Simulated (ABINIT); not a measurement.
Here is an ABINIT 10.8.3 (patched build) calculation.

File run.abi:

```
pp_dirpath "./"
pseudos "Ga.upf, P.upf"

acell 3*1.0
rprim
     0.0000000000     5.1499761211     5.1499761211
     5.1499761211     0.0000000000     5.1499761211
     5.1499761211     5.1499761211     0.0000000000
ntypat 2
znucl 31 15
natom 2
typat 1 2
xred
     0.0000000000     0.0000000000     0.0000000000
     0.7500000000     0.7500000000     0.7500000000

ecut 36.0

kptopt 1
ngkpt 6 6 6
nshiftk 1
shiftk 0.0 0.0 0.0

ixc 7

nband 13
occopt 3
tsmear 0.05 eV

nstep 100
tolvrs 1.0e-10

iomode 3
prtwf 0
prtden 0
prteig 0
prtebands 0
```

Potentials or basis: PseudoDojo NC SR LDA v0.4.1 standard.

The run is started by

```sh
$ abinit run.abi > log 2>&1
```

Q: Predict the band gap on the k mesh.

A: 1.50 eV, indirect (least direct gap 1.60 eV).

**The experiment to reproduce.**

“Stacking defects in GaP nanowires: Electronic structure and optical properties”, 2018, arxiv:1810.01194 quotes, for a bulk crystal of GaP at 10 K: band gap 2.34 eV (indirect).

Against the measured gap of GaP, 2.34 eV (indirect; 10 K; quoted in “Stacking defects in GaP nanowires: Electronic structure and optical properties”, 2018, arxiv:1810.01194), the calculated 1.50 eV is off by -0.84 eV. Spin-orbit coupling on Ga is left out. The value is that of LDA on a finite k mesh, which can miss the band edges, without temperature or zero-point motion. Semilocal functionals fall short of measured gaps as a rule.
